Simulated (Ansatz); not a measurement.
# TiC: the order of phases at one pressure, part 2 of 2

Aim: bring TiC in several structures (rocksalt, CsCl, WC, NiAs) to one pressure and rank them by enthalpy. The pressure is set by scaling the first phase. The runs shown use LAPW. Companion runs by PAW are cited.

Ansatz 0.2.0; DFT PBE; a cell built from a prototype (rocksalt type), not taken from measurement. Earlier steps stand in the parts before.

## Step 4: WC relaxed under pressure, LAPW

Contents of input.yaml:

```yaml
crystal:
  lattice:
    - [2.5908036613, 0.0, 0.0]
    - [-1.2954018307, 2.2437017869, 0.0]
    - [0.0, 0.0, 2.4883773517]
  atoms:
    - { symbol: Ti, position: [0.0, 0.0, 0.0] }
    - { symbol: C, position: [0.3333333333, 0.6666666667, 0.5] }
kpoints:
  mp_grid: { grid: [17, 17, 15] }
scf:
  occupations: { method: fermi_dirac, width: 0.1 }
hamiltonian:
  xc: pbe
  pseudopotentials: { kind: all_electron, lapw: { basis_error: 0.0005 } }
output:
  forces: true
  stress: true
  eigenvalues: true
relax:
  f_tol: 0.005
  max_steps: 12
  cell: { p_target: 180.0, stress_tol: 0.09 }
```

Launch:

```bash
ansatz run input.yaml --threads 1 --pin off --max-ram 3584MiB --backend cpu --events-out ev --progress --plain --runs-dir out
```

Output:

```text
The last accepted step is kept in <dir> (removed where the run ends without a failure and the disk answers)
LAPW: plane waves up to 10.700 Å⁻¹, error target 5.0e-4 eV per atom; small_component_spin mean_spin; C in spheres of 0.821 Å, 6 of its electrons in bands, Dirac shells []; Ti in spheres of 1.066 Å, 20 of its electrons in bands, Dirac shells []
Engine: ansatz 0.2.0
Pseudopotentials: kind: all_electron
Pseudopotential: Ti, LAPW, valence charge 20, Koelling and Harmon's equation, gaussian nucleus
Pseudopotential: C, LAPW, valence charge 6, Koelling and Harmon's equation, gaussian nucleus
Functional definition: PBE
  parameter kappa = 0.804
  parameter beta = 0.06672455060314922
  exchange = pbe_x(kappa = kappa, mu = beta*pi^2/3)
  correlation = pbe_c(beta = beta)
Crystal: 2 atoms, lattice volume = 14.465 Å³
Basis set: ecut = 436.22745681966967 eV, 315 PW (Γ), exchange–correlation at level 2
Bands: 17, of which v1, the nominal top of the filled ones, is band 13 counted from 1 (12 counted from 0)
Symmetry: 12 space group operations
Space group: P-6m2 (ITA 187), of the structure as read, at distance tolerance 2.4e-5 Å
k-points: 264 of 4335 (time reversal used)
Non-local potential: Ti, projectors of the file, none
Non-local potential: C, projectors of the file, none
Initial density: superposition of atomic densities (chi_scale 0.1, normalization cell, long waves kept (reshape's long-wave potential 0.00 eV rms))
Initial wavefunctions: plane waves of lowest kinetic energy (no species holds an atomic orbital)
Functional: x = pbe(κ = 0.804, μ = 0.2195149727645171), c = pbe(β = 0.06672455060314922)
iter 1 solved again at ethr=3.00e-2 eV; its pass at ethr=1.00e-1 eV (dr2=7.79e0 eV) is discarded
SCF iter   1: F=—  HF=-24270.111831 eV  |F-HF|=—  |Δ(HF+E_count)|=         —  Δρ=2.22e-1  dr2=7.79e0  ethr=3.00e-2  ⟨swp⟩=2.0  Hψ=28300  notcnv=0
preconditioner: auto → none  [metal: Δε(μ)=0.117 eV  Ē_g=21.948 eV  σ=0.100 eV  W_gap=0.28  n_scr=8 (ndim 8)  ℏωp=36.5 eV  f_vac=0.000  D(μ)=0.12/eV (n_scr^D=0)  sad-step TF]
iter 2 solved again at ethr=9.65e-4 eV; its pass at ethr=3.00e-2 eV (dr2=2.51e-1 eV) is discarded
SCF iter   2: F=—  HF=-24267.800477 eV  |F-HF|=—  |Δ(HF+E_count)|=    2.31e0  Δρ=4.60e-2  dr2=2.51e-1  ethr=9.65e-4  ⟨swp⟩=2.0  Hψ=22790  notcnv=0
SCF iter   3: F=—  HF=-24267.570764 eV  |F-HF|=—  |Δ(HF+E_count)|=   2.30e-1  Δρ=2.07e-2  dr2=5.92e-2  ethr=9.64e-4  ⟨swp⟩=2.1  Hψ=13741  notcnv=0
SCF iter   4: F=—  HF=-24267.560705 eV  |F-HF|=—  |Δ(HF+E_count)|=         —  Δρ=6.43e-3  dr2=4.83e-3  ethr=2.28e-4  ⟨swp⟩=2.2  Hψ=13327  notcnv=0
the basis was enlarged: its passes take 477.7 KiB over the memory plan, 1 of 1 planned eigensolver slots
SCF iter   5: F=—  HF=-24267.557932 eV  |F-HF|=—  |Δ(HF+E_count)|=   2.77e-3  Δρ=9.95e-4  dr2=1.10e-4  ethr=1.86e-5  ⟨swp⟩=3.0  Hψ=13423  notcnv=0
SCF iter   6: F=—  HF=-24267.557923 eV  |F-HF|=—  |Δ(HF+E_count)|=   8.97e-6  Δρ=3.05e-4  dr2=9.03e-6  ethr=4.24e-7  ⟨swp⟩=2.0  Hψ=12784  notcnv=0
SCF iter   7: F=-24267.557923 eV  HF=-24267.557923 eV  |F-HF|=8.95e-8  |Δ(HF+E_count)|=   1.44e-7  Δρ=2.43e-5  dr2=7.20e-8  ethr=3.47e-8  ⟨swp⟩=2.7  Hψ=12985  notcnv=0
SCF 1 converged in 7 iterations: F = -24267.557923 eV  dr2 = 7.20e-8
relax step   1: F+E_penalty+E_count = -24267.55792317 eV  Δ(F+E_penalty+E_count) = +0.000e0 eV  max|allowed force component| = 2.035e-16 eV/Å  Δτ_max = 0.0000 Å  P = +180.222 GPa  Ω = 14.465 Å³  (7 SCF iters, accepted)
Crystal: 2 atoms, lattice volume = 14.469 Å³
Basis set: ecut = 436.1513998532399 eV, 315 PW (Γ), exchange–correlation at level 2
Initial density: handed on by an earlier stage of this run
Initial wavefunctions: those handed on with the density
iter 1 solved again at ethr=3.14e-10 eV; its pass at ethr=1.00e-1 eV (dr2=8.16e-8 eV) is discarded
SCF iter   1: F=—  HF=-24267.562177 eV  |F-HF|=—  |Δ(HF+E_count)|=         —  Δρ=1.75e-5  dr2=1.73e-8  ethr=3.14e-10  ⟨swp⟩=4.9  Hψ=25843  notcnv=0
preconditioner: auto → none  [metal: Δε(μ)=0.010 eV  Ē_g=21.368 eV  σ=0.100 eV  W_gap=0.02  n_scr=8 (ndim 8)  ℏωp=36.5 eV  f_vac=0.000  D(μ)=0.37/eV (n_scr^D=0)]
SCF iter   2: F=-24267.562177 eV  HF=-24267.562177 eV  |F-HF|=1.36e-9  |Δ(HF+E_count)|=   1.77e-7  Δρ=8.92e-6  dr2=4.41e-9  ethr=6.65e-11  ⟨swp⟩=2.1  Hψ=12809  notcnv=0
SCF 2 converged in 2 iterations: F = -24267.562177 eV  dr2 = 4.41e-9
relax step   2: F+E_penalty+E_count = -24267.56217719 eV  Δ(F+E_penalty+E_count) = -4.254e-3 eV  max|allowed force component| = 2.591e-16 eV/Å  Δτ_max = 0.0000 Å  P = +180.025 GPa  Ω = 14.469 Å³  (2 SCF iters, accepted)
iter 1 solved again at ethr=1.70e-11 eV; its pass at ethr=1.00e-1 eV (dr2=4.42e-9 eV) is discarded
SCF iter   1: F=—  HF=-24267.562177 eV  |F-HF|=—  |Δ(HF+E_count)|=         —  Δρ=8.95e-6  dr2=4.46e-9  ethr=1.70e-11  ⟨swp⟩=3.0  Hψ=21749  notcnv=0
SCF iter   2: F=-24267.562177 eV  HF=-24267.562177 eV  |F-HF|=2.62e-10  |Δ(HF+E_count)|=   1.76e-7  Δρ=4.43e-6  dr2=1.01e-9  ethr=1.70e-11  ⟨swp⟩=3.0  Hψ=14275  notcnv=0
SCF 3 converged in 2 iterations: F = -24267.562177 eV  dr2 = 1.01e-9
relax step   3: F+E_penalty+E_count = -24267.56217719 eV  Δ(F+E_penalty+E_count) = +1.633e-9 eV  max|allowed force component| = 2.405e-16 eV/Å  Δτ_max = 0.0000 Å  P = +180.024 GPa  Ω = 14.469 Å³  stress off target by 2.86e-2 GPa  SCF on the basis re-selected at this cell (its energy is not comparable with the rows above)  (2 SCF iters)
basis re-selected at this cell: Δ(F+E_penalty+E_count) = +1.633e-9 eV, ΔP = -0.000 GPa vs the last step (what re-selecting the basis moved, after the strain that the cell walked since its last selection, with what the two solves' SCF thresholds leave and, on support functions, any second-order correction that the steps lacked; it is no measure of the basis error at this ecutwfc). This SCF's stress stands 2.86e-2 GPa from its target on what of the cell is left free (relax.cell.stress_tol is 9.00e-2 GPa) and its largest allowed force component is 2.41e-16 eV/Å (relax.f_tol is 5.00e-3 eV/Å): within both
SCF converged after 2 iterations
Free energy (F): -24267.562177 eV
Harris-Foulkes:  -24267.562177 eV  (|F-HF|=2.62e-10)
Internal energy: -24267.549326 eV  (E = F + TS)
E sigma→0 (E₀):  -24267.555752 eV
Entropy (-TS):   -0.012851 eV (-6.425 meV/atom)
Fermi energy:    21.830313 eV
--- Per-component energies (eV) ---
  E_band       = -3968.208462
  E_kinetic    = 24536.020959
  E_xc         = -1305.727952
  E_electrostatic = -47497.842333  (all electrons and nuclei)
  E_smearing   = -0.012851  (= −TS)
  E_closure    = 0.000000  (closes the sum)
  E_atoms      = -24254.253874  (free atoms, spherical and without spin; not in F)
  Σ components = -24267.562177   (vs F -24267.562177, Δ=0.00e0)
  Basis errors (estimates in eV, not in F): energy 1.9e-4 per atom: plane waves 1.7e-4 (9.6e-5 summed), levels above the bands 3.3e-33, relativity 9.4e-9, radial functions 2.2e-5, core shells 1.5e-11; eigenvalues (radial functions only) 5.3e-7; not estimated: angular momenta, meshes, grids; target (lapw.basis_error) 5.0e-4; muffin-tin radii C 0.821 Å, Ti 1.066 Å
--- Forces (eV/Å), atoms counted from 1 ---
  atom   1  Ti     0.00000000     0.00000000    -0.00000000
  atom   2  C     -0.00000000    -0.00000000     0.00000000
  max |Σ_I F_I| component: 1.11e-16 eV/Å
--- Stress (GPa, compression-positive) ---
      180.028602      -0.000000       0.000000
       -0.000000     180.028602      -0.000000
        0.000000      -0.000000     180.016033
  P = ⅓ Tr σ = 180.0244 GPa (1800.244 kbar)
--- Band table (eV; the first three rows and the last of 264) ---
  k-point 0: bands = ["-506.6433", "-413.9345", "-413.9345", "-413.8164", "-241.4355", "-33.6533", "-9.2389", "-9.2389", "-9.0717", "8.3496", "19.8677", "20.0447", "20.0447", "24.4296", "27.1140", "27.1140", "30.4161"]
  k-point 1: bands = ["-506.6433", "-413.9345", "-413.9345", "-413.8164", "-241.4355", "-33.6414", "-9.2313", "-9.2313", "-9.1616", "8.4886", "19.7920", "20.1058", "20.1058", "24.4628", "26.8064", "26.8064", "30.5343"]
  k-point 2: bands = ["-506.6433", "-413.9345", "-413.9345", "-413.8164", "-241.4355", "-33.6079", "-9.4103", "-9.2096", "-9.2096", "8.8878", "19.5094", "20.2842", "20.2842", "24.6458", "26.0948", "26.0948", "30.6754"]
  k-point 263: bands = ["-506.6433", "-413.9345", "-413.9345", "-413.8164", "-241.4355", "-32.9839", "-10.3570", "-10.3051", "-10.0697", "12.0288", "15.0203", "17.7034", "22.2084", "23.4084", "28.3792", "30.8300", "31.1123"]
--- Relaxed structure (2 steps of the walk, 2 accepted, 1 SCFs on fresh bases) ---
  F+E_penalty+E_count = -24267.56217719 eV   max|allowed force component| = 2.405e-16 eV/Å   (the final SCF, on the basis selected at the relaxed cell)
  cell:  # Å, volume = 14.4687 Å³
    - [2.5910933127354037, 2.887068541538115e-11, -8.01335518500119e-32]
    - [-1.2955466563927047, 2.243952632390401, -6.2177096504083124e-21]
    - [-1.3112741744558985e-34, -6.895750568967953e-21, 2.4884718199039986]
  atoms:
    - { symbol: Ti, position: [3.0814879110195774e-33, -3.700743415524894e-17, 5.159801407857175e-35] }
    - { symbol: C, position: [0.33333333333333326, 0.6666666666666666, 0.49999999999999994] }
```

Run time: 81 s. Hardware: 1 thread of AMD EPYC 7B13 (Zen 3), shared host; peak memory 0.58 GiB.

Step by step:

```
step  energy from step 1 (eV/cell)  largest force component (eV/Å)  pressure (GPa)  volume (Å³)
   1                        0.0000                          0.0000          180.22        14.46
   2                       -0.0043                          0.0000          180.02        14.47
   3                       -0.0043                          0.0000          180.02        14.47
```

Step 1 is the start. Step 3 repeats the geometry before on a plane-wave basis chosen anew for that cell, so the energy can jump there without any move; the table keeps such jumps.

| input's cell | before | after | change |
| --- | --- | --- | --- |
| a (Å) | 2.591 | 2.591 | +0.0 % |
| b (Å) | 2.591 | 2.591 | +0.0 % |
| c (Å) | 2.488 | 2.488 | +0.0 % |
| volume (Å³/atom) | 7.23 | 7.23 | +0.0 % |

Read from it: pressure 180.02 GPa; no gap.

## Step 5: NiAs at the cell that PAW relaxed, LAPW

Contents of input.yaml:

```yaml
crystal:
  lattice:
    - [2.6431746323, 0.0, 0.0]
    - [-1.3215873162, 2.2890563782, 0.0]
    - [0.0, 0.0, 4.8748256074]
  atoms:
    - { symbol: Ti, position: [0.0, 0.0, 0.0] }
    - { symbol: Ti, position: [0.0, 0.0, 0.5] }
    - { symbol: C, position: [0.3333333333, 0.6666666667, 0.25] }
    - { symbol: C, position: [0.6666666667, 0.3333333333, 0.75] }
kpoints:
  mp_grid: { grid: [12, 12, 7] }
scf:
  occupations: { method: fermi_dirac, width: 0.1 }
hamiltonian:
  xc: pbe
  pseudopotentials: { kind: all_electron, lapw: { basis_error: 0.0005 } }
output:
  forces: true
  stress: true
  eigenvalues: true
  populations: true
```

Launch:

```bash
ansatz run input.yaml --threads 1 --pin off --max-ram 3584MiB --backend cpu --events-out ev --progress --plain --runs-dir out
```

Output:

```text
Ti: projections on atomic orbitals take those of the free atom 1s2 2s2 2p6 3s2 3p6 3d2 4s2, of charge +0.00 (hamiltonian.pseudopotentials.projection_atoms)
C: projections on atomic orbitals take those of the free atom 1s2 2s2 2p2, of charge +0.00 (hamiltonian.pseudopotentials.projection_atoms)
LAPW: plane waves up to 10.382 Å⁻¹, error target 5.0e-4 eV per atom; small_component_spin mean_spin; C in spheres of 0.849 Å, 6 of its electrons in bands, Dirac shells []; Ti in spheres of 1.104 Å, 20 of its electrons in bands, Dirac shells []
[... 9 set-up lines as earlier in the session ...]
Crystal: 4 atoms, lattice volume = 29.495 Å³
Basis set: ecut = 410.64819893094096 eV, 563 PW (Γ), exchange–correlation at level 2
Bands: 32, of which v1, the nominal top of the filled ones, is band 26 counted from 1 (25 counted from 0)
Symmetry: 24 space group operations
Space group: P63/mmc (ITA 194), of the structure as read, at distance tolerance 3.1e-5 Å
k-points: 76 of 1008
[... 5 set-up lines as earlier in the session ...]
iter 1 solved again at ethr=2.51e-2 eV; its pass at ethr=1.00e-1 eV (dr2=1.30e1 eV) is discarded
SCF iter   1: F=—  HF=-48540.970291 eV  |F-HF|=—  |Δ(HF+E_count)|=         —  Δρ=2.09e-1  dr2=1.30e1  ethr=2.51e-2  ⟨swp⟩=2.0  Hψ=15313  notcnv=0
preconditioner: auto → Kerker (q_TF=auto, 2.999 Å⁻¹)  [metal: Δε(μ)=0.023 eV  Ē_g=20.733 eV  σ=0.100 eV  W_gap=0.06  n_scr=10 (ndim 8)  ℏωp=36.2 eV  f_vac=0.000  D(μ)=0.39/eV (n_scr^D=2)]
iter 2 solved again at ethr=7.36e-4 eV; its pass at ethr=2.51e-2 eV (dr2=3.83e-1 eV) is discarded
SCF iter   2: F=—  HF=-48536.722696 eV  |F-HF|=—  |Δ(HF+E_count)|=    4.25e0  Δρ=4.40e-2  dr2=3.83e-1  ethr=7.36e-4  ⟨swp⟩=2.0  Hψ=12459  notcnv=0
SCF iter   3: F=—  HF=-48536.413017 eV  |F-HF|=—  |Δ(HF+E_count)|=   3.10e-1  Δρ=4.34e-2  dr2=5.50e-1  ethr=7.36e-4  ⟨swp⟩=3.0  Hψ=8009  notcnv=0
SCF iter   4: F=—  HF=-48536.347884 eV  |F-HF|=—  |Δ(HF+E_count)|=         —  Δρ=1.09e-2  dr2=2.80e-2  ethr=7.36e-4  ⟨swp⟩=2.4  Hψ=6914  notcnv=0
the basis was enlarged: its passes take 1.4 MiB over the memory plan, 1 of 1 planned eigensolver slots
SCF iter   5: F=—  HF=-48536.333275 eV  |F-HF|=—  |Δ(HF+E_count)|=   1.46e-2  Δρ=2.46e-3  dr2=1.06e-3  ethr=5.38e-5  ⟨swp⟩=2.8  Hψ=7339  notcnv=0
SCF iter   6: F=—  HF=-48536.333182 eV  |F-HF|=—  |Δ(HF+E_count)|=   9.33e-5  Δρ=4.48e-4  dr2=3.71e-5  ethr=2.03e-6  ⟨swp⟩=3.0  Hψ=7451  notcnv=0
SCF iter   7: F=—  HF=-48536.333193 eV  |F-HF|=—  |Δ(HF+E_count)|=   1.10e-5  Δρ=1.49e-4  dr2=5.44e-6  ethr=7.14e-8  ⟨swp⟩=2.6  Hψ=7197  notcnv=0
SCF iter   8: F=—  HF=-48536.333191 eV  |F-HF|=—  |Δ(HF+E_count)|=   1.17e-6  Δρ=3.27e-5  dr2=3.72e-7  ethr=1.05e-8  ⟨swp⟩=3.0  Hψ=7595  notcnv=0
SCF iter   9: F=-48536.333191 eV  HF=-48536.333191 eV  |F-HF|=8.64e-8  |Δ(HF+E_count)|=   1.74e-7  Δρ=1.28e-5  dr2=5.81e-8  ethr=7.16e-10  ⟨swp⟩=2.0  Hψ=7105  notcnv=0
SCF 1 converged in 9 iterations: F = -48536.333191 eV  dr2 = 5.81e-8
SCF converged after 9 iterations
Free energy (F): -48536.333191 eV
Harris-Foulkes:  -48536.333191 eV  (|F-HF|=8.64e-8)
Internal energy: -48536.304352 eV  (E = F + TS)
E sigma→0 (E₀):  -48536.318771 eV
Entropy (-TS):   -0.028839 eV (-7.210 meV/atom)
Fermi energy:    21.496248 eV
--- Per-component energies (eV) ---
  E_band       = -7966.244001
  E_kinetic    = 49075.394902
  E_xc         = -2610.315346
  E_electrostatic = -95001.383908  (all electrons and nuclei)
  E_smearing   = -0.028839  (= −TS)
  E_closure    = 0.000000  (closes the sum)
  E_atoms      = -48508.507748  (free atoms, spherical and without spin; not in F)
  Σ components = -48536.333191   (vs F -48536.333191, Δ=0.00e0)
  Basis errors (estimates in eV, not in F): energy 1.7e-4 per atom: plane waves 1.5e-4 (8.7e-5 summed), levels above the bands 2.9e-25, relativity 8.1e-9, radial functions 2.1e-5, core shells 3.7e-13; eigenvalues (radial functions only) 2.0e-6; not estimated: angular momenta, meshes, grids; target (lapw.basis_error) 5.0e-4; muffin-tin radii C 0.849 Å, Ti 1.104 Å
--- Forces (eV/Å), atoms counted from 1 ---
  atom   1  Ti     0.00000000    -0.00000000     0.00000000
  atom   2  Ti     0.00000000     0.00000000    -0.00000000
  atom   3  C      0.00000000    -0.00000000     0.00000000
  atom   4  C     -0.00000000     0.00000000     0.00000000
  max |Σ_I F_I| component: 1.85e-17 eV/Å
--- Stress (GPa, compression-positive) ---
      180.093912       0.000000       0.000000
        0.000000     180.093912       0.000000
        0.000000       0.000000     180.171939
  P = ⅓ Tr σ = 180.1199 GPa (1801.199 kbar)
--- Band table (eV; the first three rows and the last of 76) ---
  k-point 0: bands = ["-507.2568", "-507.2568", "-414.5178", "-414.5178", "-414.5178", "-414.5178", "-414.4380", "-414.4380", "-242.0079", "-242.0079", "-34.2234", "-33.8888", "-11.6575", "-9.8820", "-9.8820", "-9.6643", "-9.6643", "-9.5903", "8.0035", "12.4993", "14.9470", "18.5304", "18.5304", "19.4260", "23.0087", "23.0087", "23.1128", "23.2246", "23.2246", "24.4226", "24.4226", "26.5992"]
  k-point 1: bands = ["-507.2568", "-507.2568", "-414.5178", "-414.5178", "-414.5178", "-414.5178", "-414.4380", "-414.4380", "-242.0079", "-242.0079", "-34.2074", "-33.9060", "-11.5644", "-9.8714", "-9.8714", "-9.7043", "-9.6753", "-9.6753", "8.1625", "12.0163", "15.4625", "18.6513", "18.6513", "19.3492", "22.3399", "22.3399", "23.2179", "23.3246", "23.3246", "24.8753", "24.8753", "26.7565"]
  k-point 2: bands = ["-507.2568", "-507.2568", "-414.5178", "-414.5178", "-414.5178", "-414.5178", "-414.4380", "-414.4380", "-242.0079", "-242.0079", "-34.1622", "-33.9537", "-11.2996", "-10.0158", "-9.8417", "-9.8417", "-9.7060", "-9.7060", "8.6155", "11.1014", "16.4616", "19.0092", "19.0092", "19.0396", "21.3149", "21.3149", "23.6132", "23.6132", "23.6251", "24.9682", "24.9682", "26.9618"]
  k-point 75: bands = ["-507.2568", "-507.2568", "-414.5178", "-414.5178", "-414.5178", "-414.5178", "-414.4380", "-414.4380", "-242.0079", "-242.0079", "-33.7637", "-33.6956", "-10.8728", "-10.8728", "-10.7889", "-10.7889", "-10.4658", "-10.0680", "11.9851", "11.9851", "15.8926", "15.8926", "18.1986", "18.1986", "18.8267", "19.8870", "23.2222", "23.2222", "26.0368", "26.5785", "27.7030", "27.7030"]
--- Löwdin populations: 4 sites ---
  site symbol       q [e]
     0     Ti     21.3112
     1     Ti     21.3112
     2      C      6.6557
     3      C      6.6557
  spilling = 0.001181 (of n_electrons = 56.000000)
```

Wall time 35 s (1 thread of AMD EPYC 7B13 (Zen 3), shared host); peak memory 0.57 GiB.

In short: pressure 180.12 GPa; no gap.

## Step 6: Side by side

The PAW rows are taken from companion runs at the same settings.

Enthalpy per atom, H = F + pV at p = 180 GPa, from each method's lowest phase:

| method | start | space group, start → end | volume (Å³/atom) | pressure (GPa) | enthalpy (meV/atom) |
| --- | --- | --- | --- | --- | --- |
| LAPW | rocksalt | Fm-3m → Fm-3m | 7.117 | 180.0 | 0.0 |
| LAPW | CsCl | Pm-3m → Pm-3m | 6.769 | 180.0 | 797.1 |
| LAPW | WC | P-6m2 → P-6m2 | 7.234 | 180.0 | 1002.2 |
| LAPW, at PAW's cell | NiAs | P6_3/mmc | 7.374 | 180.1 | 856.5 |
| PAW | rocksalt | Fm-3m → Fm-3m | 7.117 | 180.0 | 0.0 |
| PAW | CsCl | Pm-3m → Pm-3m | 6.767 | 180.0 | 796.0 |
| PAW | WC | P-6m2 → P-6m2 | 7.232 | 180.1 | 1001.0 |
| PAW | NiAs | P6_3/mmc → P6_3/mmc | 7.374 | 180.0 | 856.4 |

## Step 7: What came out

The summary covers parts 1 to 2.

| quantity | value |
| --- | --- |
| pressure | 180 GPa |
| lowest (LAPW) | rocksalt, 797.1 meV/atom under CsCl |
| lowest (PAW) | rocksalt, 796.0 meV/atom under CsCl |

What this shows: By LAPW the order is rocksalt < CsCl < NiAs < WC. By PAW the order is rocksalt < CsCl < NiAs < WC. The methods agree on the lowest phase. Only these structures were tried, with electrons smeared by 0.1 eV and without vibrations, so the true ground state may be another. The k meshes differ between phases and weren't tested, which can move differences by some meV.
